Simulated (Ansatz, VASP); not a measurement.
## One calculation of As, two programs

```xyz
2
Lattice="3.5749 0.0000 0.0000 -1.7875 3.0960 0.0000 0.0000 0.0000 26.4156" Properties=species:S:1:pos:R:3 pbc="T T T"
As    0.0000    2.0640    8.4694
As    1.7875    1.0320    9.8384
```

The cell was built by a generator and needn't be a form met in nature.

Alike in both runs: task single point; functional PBE; k mesh 12 × 12 × 1; occupations fermi-dirac, width 0.02 eV; no spin polarisation.

```csv
,VASP,Ansatz
version,VASP 6.6.1,Ansatz 0.2.0
potentials or method,"VASP PAW PBE potentials, release 64 (As)","plane waves, PAW"
plane-wave cutoff (eV),520,420
valence electrons in the cell,10,30
```

Ansatz gave:

```
gap on the k mesh at the Fermi level (eV) : 1.68
rms of the force components (eV/Å)        : 0.228
```

Which values does VASP return?

gap on the k mesh at the Fermi level (eV): 1.68; rms of the force components (eV/Å): 0.285.

Atom by atom the forces differ by 0.057 eV/Å (rms over components). The two sets of potentials don't hold the same shells in valence.
